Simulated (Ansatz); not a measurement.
Runs of Ansatz 0.2.0 on Si2Mo. The structure is hexagonal, space group P6_222 (No. 180). Conventional cell: a = 4.585 Å, b = 4.585 Å, c = 6.580 Å, α = 90.00°, β = 90.00°, γ = 120.00°. Around Mo (site symmetry 222) lie 10 Si at 2.57 to 2.67 Å. Around Si (site symmetry 2) lie 5 Si at 2.55 to 2.67 Å and 5 Mo at 2.57 to 2.67 Å. Measurements of this composition are mostly on another form, of space group No. 139.

| task | level | U | cell | k mesh | cutoff (eV) | hubbard projectors | double counting | points for each segment of the path | gap on the mesh (eV) | pressure (GPa) | relaxed volume (Å³/atom) | largest force (eV/Å) |
| --- | --- | --- | --- | --- | --- | --- | --- | --- | --- | --- | --- | --- |
| relaxation of cell and atoms | PBEsol+U | Mo d U = 8 eV | relaxed | 5 × 5 × 3 | 420 | ortho-atomic (the default) | fll (the default) | - | (b) | 0.0 | 13.15 | - |
| relaxation of cell and atoms | PBEsol+U | Mo d U = 5 eV | relaxed | 5 × 5 × 3 | 420 | ortho-atomic (the default) | fll (the default) | - | 1.19 | 0.0 | 13.14 | - |
| relaxation of cell and atoms | BLYP+D3(BJ) | - | relaxed | 7 × 7 × 4 | 420 | - | - | - | 0.27 | 0.0 | 13.06 | - |
| relaxation of cell and atoms | r2SCAN | - | relaxed | 7 × 7 × 4 | 500 | - | - | - | 0.37 | 0.0 | 13.30 | - |
| relaxation of cell and atoms | BLYP+D4 | - | relaxed | 7 × 7 × 4 | 420 | - | - | - | 0.27 | 0.0 | 13.31 | - |
| relaxation of cell and atoms | LDA | - | relaxed | 5 × 5 × 3 | 420 | - | - | - | 0.62 | 0.0 | 13.01 | - |
| relaxation of cell and atoms | PBEsol+D3(BJ) | - | relaxed | 7 × 7 × 4 | 420 | - | - | - | 0.25 | 0.0 | 12.84 | - |
| band structure | LDA | - | as given | 7 × 7 × 4 | 420 | - | - | 10 | 0.24 | -4.9 | - | 0.05 |
| band structure | r2SCAN | - | as given | 7 × 7 × 4 | 500 | - | - | 10 | 0.37 | -0.2 | - | - |
| relaxation of cell and atoms | PBEsol | - | relaxed | 7 × 7 × 4 | 420 | - | - | - | 0.26 | 0.0 | 13.22 | - |
| relaxation of cell and atoms | PBEsol+D4 | - | relaxed | 7 × 7 × 4 | 420 | - | - | - | 0.26 | 0.0 | 13.01 | - |
| band structure | PBEsol | - | as given | 7 × 7 × 4 | 420 | - | - | 10 | 0.26 | (a) | - | 0.04 |

Alike in all rows: potentials or basis Ansatz PAW; no spin polarisation; smearing fermi-dirac 0.05 eV.

Question: Fill in the values left out.

Answer: (a) -1.5; (b) 1.52.

Caveats: the PAW data sets come from PBE, with cores solved anew for the run's functional, which leaves a small shift of forces and pressure; odd divisions of the mesh miss points on the zone boundary, where band edges often lie, so the gap on the mesh can be too wide (some runs); the plane-wave basis is chosen anew once the cell has moved, so the energies of steps on either side of that aren't comparable (some runs); the k mesh misses the band edges, so the gap on the mesh is wider than the one along the path (some runs); the U is typed as a test and isn't derived for this compound (some runs); the potentials were made for another functional, which shifts forces and pressure (some runs).

A k mesh can miss the band edges, and the runs leave out spin-orbit coupling on Mo.

Not every run made on this cell is shown here.
